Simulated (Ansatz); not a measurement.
**TiO2: the order of phases at one pressure, part 1 of 3**

Which of rutile, fluorite has the lowest enthalpy for TiO2 at one common pressure? The runs shown use PAW and LAPW.

Method: DFT PBE, with the methods named in each step, in Ansatz 0.2.0.

## Step 1: The system as given

Symmetry: P4_2/mnm, No. 136, tetragonal system. The conventional cell has a = 4.496 Å, b = 4.496 Å, c = 2.968 Å, α = 90.00°, β = 90.00°, γ = 90.00°. Around Ti (site symmetry mmm) lie 6 O at 1.93 to 1.94 Å. O (site symmetry m2m) is surrounded by 3 Ti at 1.93 to 1.94 Å.

Coordinates:

```cif
data_structure
_symmetry_space_group_name_H-M 'P 1'
_symmetry_Int_Tables_number 1
_cell_length_a 4.4964
_cell_length_b 4.4964
_cell_length_c 2.9677
_cell_angle_alpha 90.000
_cell_angle_beta 90.000
_cell_angle_gamma 90.000
_cell_volume 60.00
loop_
_atom_site_label
_atom_site_type_symbol
_atom_site_fract_x
_atom_site_fract_y
_atom_site_fract_z
_atom_site_occupancy
Ti1 Ti 0.00000 0.00000 0.00000 1
Ti2 Ti 0.50000 0.50000 0.50000 1
O1 O 0.30500 0.30500 0.00000 1
O2 O 0.69500 0.69500 0.00000 1
O3 O 0.80500 0.19500 0.50000 1
O4 O 0.19500 0.80500 0.50000 1
```

Atoms are numbered in the order of the input: Ti1, Ti2, O3, O4, O5, O6.

## Step 2: Cell relaxed at zero pressure, PAW

Input file input.yaml:

```yaml
crystal:
  lattice:
    - [4.4964431302, 0.0, 0.0]
    - [0.0, 4.4964431302, 0.0]
    - [0.0, 0.0, 2.967652466]
  atoms:
    - { symbol: Ti, position: [0.0, 0.0, 0.0] }
    - { symbol: Ti, position: [0.5, 0.5, 0.5] }
    - { symbol: O, position: [0.305, 0.305, 0.0] }
    - { symbol: O, position: [0.695, 0.695, 0.0] }
    - { symbol: O, position: [0.805, 0.195, 0.5] }
    - { symbol: O, position: [0.195, 0.805, 0.5] }
kpoints:
  mp_grid: { grid: [7, 7, 11] }
scf:
  occupations: { method: fermi_dirac, width: 0.1 }
hamiltonian:
  xc: pbe
  pseudopotentials: { kind: paw }
output:
  forces: true
  stress: true
  write_density: true
  write_potential: true
  elf: true
  volumetric_format: npy
relax:
  f_tol: 0.005
  max_steps: 40
  cell: {}
```

On the command line:

```bash
$ ansatz run input.yaml --threads 2 --pin off --max-ram 5120MiB --backend cpu --events-out ev --progress --plain --runs-dir out
```

Standard output, cut to the lines that bear on the results:

```text
[...]
Pseudopotentials: kind: paw
Pseudopotential: Ti, paw, valence charge 12, recommended cutoff 420 eV (normal)
Pseudopotential: O, paw, valence charge 6, recommended cutoff 420 eV (normal)
Functional definition: PBE
[...]
Crystal: 6 atoms, lattice volume = 60.000 Å³
Basis set: ecut = 420 eV, 1161 PW (Γ), exchange–correlation on 64×64×40 points (8 copies of the dense FFT grid, shifted against one another)
Bands: 30, of which v1, the nominal top of the filled ones, is band 24 counted from 1 (23 counted from 0)
Symmetry: 16 space group operations
Space group: P42/mnm (ITA 136), of the structure as read, at distance tolerance 3.9e-5 Å
k-points: 60 of 539
[...]
relax step   5: F+E_penalty+E_count = -7277.27871064 eV  Δ(F+E_penalty+E_count) = -8.442e-4 eV  max|allowed force component| = 5.725e-3 eV/Å  Δτ_max = 0.0041 Å  P = +0.053 GPa  Ω = 63.657 Å³  energy of the carried Pulay correction = -1.684e-2 eV  (5 SCF iters, dr2 threshold 6.00e-7 eV, accepted)
[...]
relax step   6: F+E_penalty+E_count = -7277.27867392 eV  Δ(F+E_penalty+E_count) = +3.673e-5 eV  max|allowed force component| = 3.381e-5 eV/Å  Δτ_max = 0.0004 Å  P = +0.001 GPa  Ω = 63.667 Å³  energy of the carried Pulay correction = -1.689e-2 eV  (4 SCF iters, dr2 threshold 1.01e-8 eV, accepted)
[...]
SCF iter   1: F=—  HF=-7277.303700 eV  |F-HF|=—  |Δ(HF+E_count)|=         —  Δρ=7.97e-4  dr2=5.69e-5  ethr=1.18e-7  ⟨swp⟩=3.0  Hψ=11515  notcnv=0
```

## Step 3: The output, continued: cell relaxed at zero pressure

Output, continued:

```text
preconditioner: auto → Resta (q_TF=auto, 2.603 Å⁻¹)  ε∞=9.0  [insulator: Δε(μ)=1.859 eV  Ē_g=9.322 eV  σ=0.100 eV  W_gap=1.00  n_scr=18 (ndim 8)  ℏωp=26.3 eV  f_vac=0.021  D(μ)=0.00/eV (n_scr^D=0)  ε∞_Penn≈9.0]
SCF iter   2: F=—  HF=-7277.304313 eV  |F-HF|=—  |Δ(HF+E_count)|=   6.12e-4  Δρ=4.01e-4  dr2=2.61e-5  ethr=1.18e-7  ⟨swp⟩=2.0  Hψ=2760  notcnv=0
SCF iter   3: F=—  HF=-7277.304483 eV  |F-HF|=—  |Δ(HF+E_count)|=   1.70e-4  Δρ=2.05e-4  dr2=5.24e-6  ethr=5.44e-8  ⟨swp⟩=2.0  Hψ=2344  notcnv=0
SCF iter   4: F=—  HF=-7277.304533 eV  |F-HF|=—  |Δ(HF+E_count)|=   4.98e-5  Δρ=2.71e-5  dr2=1.52e-7  ethr=1.09e-8  ⟨swp⟩=2.0  Hψ=2760  notcnv=0
SCF iter   5: F=—  HF=-7277.304533 eV  |F-HF|=—  |Δ(HF+E_count)|=   3.77e-8  Δρ=3.34e-6  dr2=7.13e-9  ethr=3.16e-10  ⟨swp⟩=2.5  Hψ=2992  notcnv=0
SCF iter   6: F=—  HF=-7277.304533 eV  |F-HF|=—  |Δ(HF+E_count)|=   7.55e-9  Δρ=6.98e-7  dr2=3.25e-10  ethr=1.49e-11  ⟨swp⟩=2.6  Hψ=3154  notcnv=0
SCF iter   7: F=-7277.304533 eV  HF=-7277.304533 eV  |F-HF|=1.73e-11  |Δ(HF+E_count)|=  1.87e-10  Δρ=1.38e-7  dr2=1.51e-11  ethr=1.00e-12  ⟨swp⟩=6.0  Hψ=7844  notcnv=0
SCF 7 converged in 7 iterations: F = -7277.304533 eV  dr2 = 1.51e-11
relax step   7: F+E_penalty+E_count = -7277.30453267 eV  Δ(F+E_penalty+E_count) = -2.586e-2 eV  max|allowed force component| = 8.146e-4 eV/Å  Δτ_max = 0.0000 Å  P = +0.685 GPa  Ω = 63.667 Å³  stress off target by 8.53e-1 GPa  SCF on the basis re-selected at this cell (its energy is not comparable with the rows above)  (7 SCF iters)
basis re-selected at this cell: Δ(F+E_penalty+E_count) = -2.586e-2 eV, ΔP = +0.684 GPa vs the last step (what re-selecting the basis moved, of the pressure what is left beyond the Pulay correction that the steps carried, after the strain that the cell walked since its last selection, with what the two solves' SCF thresholds leave and, on support functions, any second-order correction that the steps lacked; it is no measure of the basis error at this ecutwfc). This SCF's stress stands 8.53e-1 GPa from its target on what of the cell is left free (relax.cell.stress_tol is 5.00e-2 GPa) and its largest allowed force component is 8.15e-4 eV/Å (relax.f_tol is 5.00e-3 eV/Å): not within both, so this SCF does not close the relaxation
Crystal: 6 atoms, lattice volume = 63.887 Å³
iter 1 solved again at ethr=8.65e-7 eV; its pass at ethr=3.10e-3 eV (dr2=4.15e-4 eV) is discarded
SCF iter   1: F=—  HF=-7277.304251 eV  |F-HF|=—  |Δ(HF+E_count)|=         —  Δρ=8.42e-4  dr2=4.16e-4  ethr=8.65e-7  ⟨swp⟩=2.0  Hψ=9636  notcnv=0
preconditioner: auto → Resta (q_TF=auto, 2.601 Å⁻¹)  ε∞=9.0  [insulator: Δε(μ)=1.851 eV  Ē_g=9.300 eV  σ=0.100 eV  W_gap=1.00  n_scr=18 (ndim 8)  ℏωp=26.3 eV  f_vac=0.025  D(μ)=0.00/eV (n_scr^D=0)  ε∞_Penn≈9.0]
SCF iter   2: F=—  HF=-7277.304217 eV  |F-HF|=—  |Δ(HF+E_count)|=   3.47e-5  Δρ=4.64e-4  dr2=1.28e-4  ethr=8.65e-7  ⟨swp⟩=2.0  Hψ=2760  notcnv=0
SCF iter   3: F=—  HF=-7277.304198 eV  |F-HF|=—  |Δ(HF+E_count)|=   1.84e-5  Δρ=1.85e-4  dr2=2.13e-5  ethr=2.67e-7  ⟨swp⟩=2.0  Hψ=2259  notcnv=0
SCF iter   4: F=—  HF=-7277.304197 eV  |F-HF|=—  |Δ(HF+E_count)|=   1.59e-6  Δρ=4.75e-5  dr2=1.43e-6  ethr=4.43e-8  ⟨swp⟩=2.6  Hψ=2904  notcnv=0
SCF iter   5: F=-7277.304197 eV  HF=-7277.304197 eV  |F-HF|=6.81e-8  |Δ(HF+E_count)|=   6.13e-7  Δρ=1.01e-5  dr2=6.86e-8  ethr=1.25e-9  ⟨swp⟩=8.1  Hψ=10913  notcnv=0
SCF 8 converged in 5 iterations: F = -7277.304197 eV  dr2 = 6.86e-8
relax step   8: F+E_penalty+E_count = -7277.30419723 eV  Δ(F+E_penalty+E_count) = +3.354e-4 eV  max|allowed force component| = 1.478e-4 eV/Å  Δτ_max = 0.0008 Å  P = +0.039 GPa  Ω = 63.887 Å³  energy of the carried Pulay correction = -1.009e-3 eV  (5 SCF iters, dr2 threshold 6.00e-7 eV, accepted)
Crystal: 6 atoms, lattice volume = 63.901 Å³
iter 1 solved again at ethr=4.23e-9 eV; its pass at ethr=3.10e-3 eV (dr2=2.03e-6 eV) is discarded
SCF iter   1: F=—  HF=-7277.304105 eV  |F-HF|=—  |Δ(HF+E_count)|=         —  Δρ=5.90e-5  dr2=2.15e-6  ethr=4.23e-9  ⟨swp⟩=2.0  Hψ=9571  notcnv=0
preconditioner: auto → Resta (q_TF=auto, 2.601 Å⁻¹)  ε∞=9.0  [insulator: Δε(μ)=1.859 eV  Ē_g=9.304 eV  σ=0.100 eV  W_gap=1.00  n_scr=18 (ndim 8)  ℏωp=26.3 eV  f_vac=0.024  D(μ)=0.00/eV (n_scr^D=0)  ε∞_Penn≈9.0]
SCF iter   2: F=—  HF=-7277.304134 eV  |F-HF|=—  |Δ(HF+E_count)|=   2.86e-5  Δρ=3.41e-5  dr2=7.18e-7  ethr=4.23e-9  ⟨swp⟩=2.0  Hψ=2760  notcnv=0
SCF iter   3: F=—  HF=-7277.304134 eV  |F-HF|=—  |Δ(HF+E_count)|=   5.56e-8  Δρ=1.58e-5  dr2=1.70e-7  ethr=1.50e-9  ⟨swp⟩=2.0  Hψ=2219  notcnv=0
SCF iter   4: F=—  HF=-7277.304134 eV  |F-HF|=—  |Δ(HF+E_count)|=   4.92e-8  Δρ=4.59e-6  dr2=1.60e-8  ethr=3.55e-10  ⟨swp⟩=2.6  Hψ=2820  notcnv=0
SCF iter   5: F=-7277.304134 eV  HF=-7277.304134 eV  |F-HF|=7.69e-10  |Δ(HF+E_count)|=   1.07e-8  Δρ=1.01e-6  dr2=8.70e-10  ethr=1.36e-11  ⟨swp⟩=7.0  Hψ=9362  notcnv=0
SCF 9 converged in 5 iterations: F = -7277.304134 eV  dr2 = 8.70e-10
relax step   9: F+E_penalty+E_count = -7277.30413381 eV  Δ(F+E_penalty+E_count) = +6.342e-5 eV  max|allowed force component| = 1.011e-4 eV/Å  Δτ_max = 0.0001 Å  P = -0.000 GPa  Ω = 63.901 Å³  energy of the carried Pulay correction = -1.075e-3 eV  (5 SCF iters, dr2 threshold 6.53e-9 eV, accepted)
iter 1 solved again at ethr=9.57e-9 eV; its pass at ethr=3.10e-3 eV (dr2=4.59e-6 eV) is discarded
SCF iter   1: F=—  HF=-7277.305171 eV  |F-HF|=—  |Δ(HF+E_count)|=         —  Δρ=3.84e-5  dr2=1.26e-7  ethr=9.57e-9  ⟨swp⟩=3.3  Hψ=12332  notcnv=0
SCF iter   2: F=—  HF=-7277.305201 eV  |F-HF|=—  |Δ(HF+E_count)|=   3.01e-5  Δρ=1.97e-5  dr2=5.71e-8  ethr=2.63e-10  ⟨swp⟩=2.0  Hψ=3172  notcnv=0
SCF iter   3: F=—  HF=-7277.305202 eV  |F-HF|=—  |Δ(HF+E_count)|=   3.30e-7  Δρ=9.56e-6  dr2=1.23e-8  ethr=1.19e-10  ⟨swp⟩=2.1  Hψ=2409  notcnv=0
SCF iter   4: F=—  HF=-7277.305202 eV  |F-HF|=—  |Δ(HF+E_count)|=   7.97e-8  Δρ=1.14e-6  dr2=4.49e-10  ethr=2.55e-11  ⟨swp⟩=2.0  Hψ=2760  notcnv=0
SCF iter   5: F=-7277.305202 eV  HF=-7277.305202 eV  |F-HF|=5.46e-12  |Δ(HF+E_count)|=  3.84e-10  Δρ=2.51e-7  dr2=5.20e-11  ethr=1.00e-12  ⟨swp⟩=4.0  Hψ=8680  notcnv=0
SCF 10 converged in 5 iterations: F = -7277.305202 eV  dr2 = 5.20e-11
relax step  10: F+E_penalty+E_count = -7277.30520171 eV  Δ(F+E_penalty+E_count) = -1.068e-3 eV  max|allowed force component| = 9.971e-5 eV/Å  Δτ_max = 0.0000 Å  P = +0.010 GPa  Ω = 63.901 Å³  stress off target by 1.99e-2 GPa  SCF on the basis re-selected at this cell (its energy is not comparable with the rows above)  (5 SCF iters)
basis re-selected at this cell: Δ(F+E_penalty+E_count) = -1.068e-3 eV, ΔP = +0.011 GPa vs the last step (what re-selecting the basis moved, of the pressure what is left beyond the Pulay correction that the steps carried, after the strain that the cell walked since its last selection, with what the two solves' SCF thresholds leave and, on support functions, any second-order correction that the steps lacked; it is no measure of the basis error at this ecutwfc). This SCF's stress stands 1.99e-2 GPa from its target on what of the cell is left free (relax.cell.stress_tol is 5.00e-2 GPa) and its largest allowed force component is 9.97e-5 eV/Å (relax.f_tol is 5.00e-3 eV/Å): within both
SCF converged after 5 iterations
Free energy (F): -7277.305202 eV
Harris-Foulkes:  -7277.305202 eV  (|F-HF|=5.46e-12)
Internal energy: -7277.305182 eV  (E = F + TS)
E sigma→0 (E₀):  -7277.305192 eV
Entropy (-TS):   -0.000020 eV (-0.003 meV/atom)
Fermi energy:    9.630756 eV
--- Per-component energies (eV) ---
  E_band       = -406.854926
  E_kinetic    = 1244.039240
  E_local      = -3130.337480  (includes V_loc(G=0)·N_el)
  E_nonlocal   = 196.260638
  E_hartree    = 1190.662694
  E_xc         = -492.100741
  E_vxc        = -623.173239  (∫ρ·V_xc dr)
  E_paw        = -2721.453313  (= ΣΔE_a)
  E_vpaw       = -474.979939  (= ΣTr[D̂ρ^β])
  E_aug_tail   = 0.010243  (compensation charges beyond the density's cutoff)
  E_ewald      = -3564.386463
  E_smearing   = -0.000020  (= −TS)
  E_closure    = 0.000000  (closes the sum)
  Σ components = -7277.305202   (vs F -7277.305202, Δ=0.00e0)
--- Forces (eV/Å), atoms counted from 1 ---
  atom   1  Ti    -0.00000000     0.00000000     0.00000000
  atom   2  Ti     0.00000000     0.00000000     0.00000000
  atom   3  O      0.00009971     0.00009971     0.00000000
  atom   4  O     -0.00009971    -0.00009971     0.00000000
  atom   5  O      0.00009971    -0.00009971     0.00000000
  atom   6  O     -0.00009971     0.00009971     0.00000000
  max |Σ_I F_I| component: 1.52e-18 eV/Å
--- Stress (GPa, compression-positive) ---
        0.019918       0.000000       0.000000
        0.000000       0.019918       0.000000
        0.000000       0.000000      -0.008542
  P = ⅓ Tr σ = 0.0104 GPa (0.104 kbar)
--- Band table (eV; the first three rows and the last of 60) ---
  k-point 0: bands = ["-48.1375", "-48.1227", "-24.4352", "-24.4352", "-24.2840", "-24.2840", "-24.2426", "-24.2122", "-9.3138", "-8.1840", "-7.4963", "-7.4963", "3.1225", "3.5576", "4.0271", "5.0561", "5.0561", "6.2582", "6.2582", "6.8792", "8.1005", "8.3348", "8.3348", "8.7619", "10.6213", "10.9061", "11.1741", "11.2501", "11.2501", "13.0018"]
  k-point 1: bands = ["-48.1341", "-48.1199", "-24.4263", "-24.4263", "-24.2823", "-24.2823", "-24.2774", "-24.2487", "-9.2292", "-8.1354", "-7.5354", "-7.5354", "3.2426", "3.6486", "4.1209", "4.9470", "4.9470", "6.4417", "6.4417", "6.6225", "7.7468", "8.1709", "8.1709", "8.7319", "10.8322", "10.9885", "11.1132", "11.3540", "11.3540", "13.1300"]
  k-point 2: bands = ["-48.1249", "-48.1124", "-24.4020", "-24.4020", "-24.3697", "-24.3456", "-24.2782", "-24.2782", "-8.9942", "-8.0111", "-7.6402", "-7.6402", "3.5761", "3.8946", "4.3989", "4.7954", "4.7954", "6.0229", "6.7912", "6.7912", "6.9800", "7.7417", "7.7417", "8.5938", "10.9966", "11.1551", "11.2493", "11.6145", "11.6145", "12.9822"]
  k-point 59: bands = ["-48.0917", "-48.0916", "-24.6538", "-24.6524", "-24.3081", "-24.3059", "-24.2826", "-24.2823", "-8.1185", "-8.0572", "-7.8101", "-7.7460", "4.0382", "4.2203", "4.3412", "4.4801", "5.2641", "5.4086", "6.0938", "6.1259", "7.4666", "7.5121", "7.9998", "8.0739", "11.1471", "11.3648", "11.8971", "11.9415", "11.9599", "12.1230"]
--- Relaxed structure (8 steps of the walk, 8 accepted, 2 SCFs on fresh bases) ---
  F+E_penalty+E_count = -7277.30520171 eV   max|allowed force component| = 9.971e-5 eV/Å   (the final SCF, on the basis selected at the relaxed cell)
  cell:  # Å, volume = 63.9008 Å³
    - [4.643172286134376, 1.0507178656276029e-33, 0.0]
    - [1.659028208885689e-34, 4.643172286134376, 0.0]
    - [0.0, 0.0, 2.963987880143862]
  atoms:
    - { symbol: Ti, position: [1.607496030515848e-20, 4.018740076289605e-20, 0.0] }
    - { symbol: Ti, position: [0.5, 0.5, 0.49999999999999994] }
    - { symbol: O, position: [0.3051263874127007, 0.3051263874127007, 0.0] }
    - { symbol: O, position: [0.6948736125872995, 0.6948736125872995, 0.0] }
    - { symbol: O, position: [0.8051263874127006, 0.1948736125872994, 0.49999999999999994] }
    - { symbol: O, position: [0.1948736125872994, 0.8051263874127006, 0.49999999999999994] }
```

Wall time 61 s (2 threads of Intel Xeon at 2.50GHz (Skylake/Cascade Lake), shared host); peak memory 0.44 GiB.

The steps of the relaxation:

| step | energy from step 1 (eV/cell) | largest force component (eV/Å) | pressure (GPa) | volume (Å³) |
| --- | --- | --- | --- | --- |
| 1 | 0.0000 | 0.1701 | 14.81 | 60.00 |
| 2 | -0.1515 | 0.1303 | 3.79 | 62.52 |
| 3 | -0.1628 | 0.0753 | 0.07 | 63.52 |
| 4 | -0.1638 | 0.0507 | -0.25 | 63.65 |
| 5 | -0.1646 | 0.0057 | 0.05 | 63.66 |
| 6 | -0.1646 | 0.0000 | 0.00 | 63.67 |
| 7 | -0.1905 | 0.0008 | 0.68 | 63.67 |
| 8 | -0.1901 | 0.0001 | 0.04 | 63.89 |
| 9 | -0.1901 | 0.0001 | 0.00 | 63.90 |
| 10 | -0.1911 | 0.0001 | 0.01 | 63.90 |

Step 1 is the start. Steps 7, 10 repeat the geometry before on a plane-wave basis chosen anew for that cell, so the energy can jump there without any move; the table keeps such jumps.

| input's cell | before | after | change |
| --- | --- | --- | --- |
| a (Å) | 4.496 | 4.643 | +3.3 % |
| b (Å) | 4.496 | 4.643 | +3.3 % |
| c (Å) | 2.968 | 2.964 | -0.1 % |
| volume (Å³/atom) | 10.00 | 10.65 | +6.5 % |

This run gives: pressure 0.01 GPa; gap on the k mesh 1.86 eV (an odd mesh misses the zone boundary).

## Step 4: Volume scaled by 0.7, to set the pressure, PAW

Input file input.yaml:

```yaml
crystal:
  lattice:
    - [4.1226912536, 0.0, 0.0]
    - [0.0, 4.1226912536, 0.0]
    - [0.0, 0.0, 2.6317366999]
  atoms:
    - { symbol: Ti, position: [0.0, 0.0, 0.0] }
    - { symbol: Ti, position: [0.5, 0.5, 0.5] }
    - { symbol: O, position: [0.3051263874, 0.3051263874, 0.0] }
    - { symbol: O, position: [0.6948736126, 0.6948736126, 0.0] }
    - { symbol: O, position: [0.8051263874, 0.1948736126, 0.5] }
    - { symbol: O, position: [0.1948736126, 0.8051263874, 0.5] }
kpoints:
  mp_grid: { grid: [8, 8, 12] }
scf:
  occupations: { method: fermi_dirac, width: 0.1 }
hamiltonian:
  xc: pbe
  pseudopotentials: { kind: paw }
output:
  forces: true
  stress: true
  eigenvalues: true
```

On the command line:

```bash
$ ansatz run input.yaml --threads 2 --pin off --max-ram 5120MiB --backend cpu --events-out ev --progress --plain --runs-dir out
```

Standard output, cut to the lines that bear on the results:

```text
[...]
[... 4 set-up lines as earlier in the session ...]
[...]
Crystal: 6 atoms, lattice volume = 44.731 Å³
Basis set: ecut = 420 eV, 889 PW (Γ), exchange–correlation on 60×60×36 points (8 copies of the dense FFT grid, shifted against one another)
[...]
  atom   3  O     -2.04519078    -2.04519078     0.00000000
  atom   4  O      2.04519078     2.04519078     0.00000000
  atom   5  O     -2.04519078     2.04519078     0.00000000
  atom   6  O      2.04519078    -2.04519078     0.00000000
[...]
--- Stress (GPa, compression-positive) ---
      154.805008       0.000000       0.000000
        0.000000     154.805008       0.000000
        0.000000       0.000000     204.176567
  P = ⅓ Tr σ = 171.2622 GPa (1712.622 kbar)
--- Band table (eV; the first three rows and the last of 105) ---
[...]
```

Wall time 7.4 s (2 threads of Intel Xeon at 2.50GHz (Skylake/Cascade Lake), shared host); peak memory 0.42 GiB.

Read from it: pressure 171.26 GPa; gap on the k mesh 2.67 eV; largest force 2.892 eV/Å.

## Step 5: Rutile relaxed under pressure, PAW

Input file input.yaml:

```yaml
crystal:
  lattice:
    - [4.0771188828, 0.0, 0.0]
    - [0.0, 4.0771188828, 0.0]
    - [0.0, 0.0, 2.6908984627]
  atoms:
    - { symbol: Ti, position: [0.0, 0.0, 0.0] }
    - { symbol: Ti, position: [0.5, 0.5, 0.5] }
    - { symbol: O, position: [0.305, 0.305, 0.0] }
    - { symbol: O, position: [0.695, 0.695, 0.0] }
    - { symbol: O, position: [0.805, 0.195, 0.5] }
    - { symbol: O, position: [0.195, 0.805, 0.5] }
kpoints:
  mp_grid: { grid: [8, 8, 12] }
scf:
  occupations: { method: fermi_dirac, width: 0.1 }
hamiltonian:
  xc: pbe
  pseudopotentials: { kind: paw }
output:
  forces: true
  stress: true
  eigenvalues: true
  write_density: true
  write_potential: true
  elf: true
  volumetric_format: npy
relax:
  f_tol: 0.005
  max_steps: 40
  cell: { p_target: 170.0, stress_tol: 0.085 }
```

On the command line:

```bash
$ ansatz run input.yaml --threads 2 --pin off --max-ram 5120MiB --backend cpu --events-out ev --progress --plain --runs-dir out
```

Standard output, cut to the lines that bear on the results:

```text
[...]
[... 4 set-up lines as earlier in the session ...]
[...]
Crystal: 6 atoms, lattice volume = 44.731 Å³
Basis set: ecut = 420 eV, 881 PW (Γ), exchange–correlation on 60×60×36 points (8 copies of the dense FFT grid, shifted against one another)
[...]
relax step   5: F+E_penalty+E_count = -7269.76428714 eV  Δ(F+E_penalty+E_count) = -2.099e-2 eV  max|allowed force component| = 1.618e-2 eV/Å  Δτ_max = 0.0011 Å  P = +170.448 GPa  Ω = 44.345 Å³  energy of the carried Pulay correction = +2.253e-3 eV  (6 SCF iters, dr2 threshold 6.00e-7 eV, accepted)
[...]
SCF iter   6: F=-7269.787128 eV  HF=-7269.787128 eV  |F-HF|=9.09e-13  |Δ(HF+E_count)|=  4.55e-12  Δρ=4.23e-8  dr2=4.38e-13  ethr=1.00e-12  ⟨swp⟩=4.7  Hψ=13452  notcnv=0
[...]
```

(Continued in part 2 of 3.)
